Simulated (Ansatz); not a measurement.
Runs of Ansatz 0.2.0 on Zn. It takes space group Im-3m (No. 229, cubic). The conventional cell has a = 3.138 Å, b = 3.138 Å, c = 3.138 Å, α = 90.00°, β = 90.00°, γ = 90.00°. Zn (site symmetry m-3m) has 8 Zn at 2.72 Å as nearest neighbours. This isn't the form of Zn at room conditions, which is hcp.

```tsv
task	level	cell	cutoff (eV)	points for each segment of the path	gap on the mesh (eV)	pressure (GPa)	relaxed volume (Å³/atom)
single point	B3LYP	as given	420	-	none	4.0	-
single point	r2SCAN50	as given	500	-	none	(a)	-
relaxation of cell and atoms	B3LYP	relaxed	420	-	none	0.0	16.38
single point	r2SCANh	as given	500	-	none	(b)	-
single point	PBE0	as given	420	-	none	(c)	-
relaxation of cell and atoms	HSEsol	relaxed	420	-	none	0.0	14.80
relaxation of cell and atoms	HF	relaxed	420	-	none	0.0	18.35
band structure	HSE06	as given	420	4	none	0.3	-
```

Alike in all rows: potentials or basis Ansatz PAW; no spin polarisation; k mesh 6 × 6 × 6; smearing fermi-dirac 0.05 eV; the mesh is coarse, so values aren't converged.

**Question.** Fill in the values left out.

**Answer.** (a) -1.5; (b) -3.6; (c) -0.1.

Caveats: all runs use coarse meshes; the PAW data sets come from PBE, with cores solved anew for the run's functional, which leaves a small shift of forces and pressure; the thresholds are loose for stress (some runs); the plane-wave basis is chosen anew once the cell has moved, so the energies of steps on either side of that aren't comparable (some runs); the volume moved by over 15 % at a fixed basis, so the end points are rough (some runs).

A gap of «none» marks a metal or a gap under the smearing width.
